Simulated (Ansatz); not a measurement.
## GaSb in Ansatz: the effect of functional

Crystal: GaSb.

```xyz
2
Lattice="0.0000 3.0590 3.0590 3.0590 0.0000 3.0590 3.0590 3.0590 0.0000" Properties=species:S:1:pos:R:3 pbc="T T T"
Sb    4.5885    4.5885    4.5885
Ga    0.0000    0.0000    0.0000
```

Alike in all runs:

| Property | Result |
| --- | --- |
| Program | Ansatz 0.2.0 |
| Task | band structure |
| Potentials or basis | all-electron LAPW, scalar-relativistic |
| Basis error allowed | 0.001 eV/atom |
| k mesh | 8 × 8 × 8 |
| Occupations | fermi-dirac, width 0.05 eV |
| Spin | no spin polarisation |

```tsv
functional	cutoff	pressure (GPa)
LDA	279 eV (chosen from the basis error)	?
PBE	278 eV (chosen from the basis error)	2.3
PBEsol	278 eV (chosen from the basis error)	-0.1
RPBE	278 eV (chosen from the basis error)	3.9
revPBE	278 eV (chosen from the basis error)	3.5
BLYP	279 eV (chosen from the basis error)	5.3
```

Problem. What does the run with functional LDA give?

Solution. Pressure -1.7 GPa.
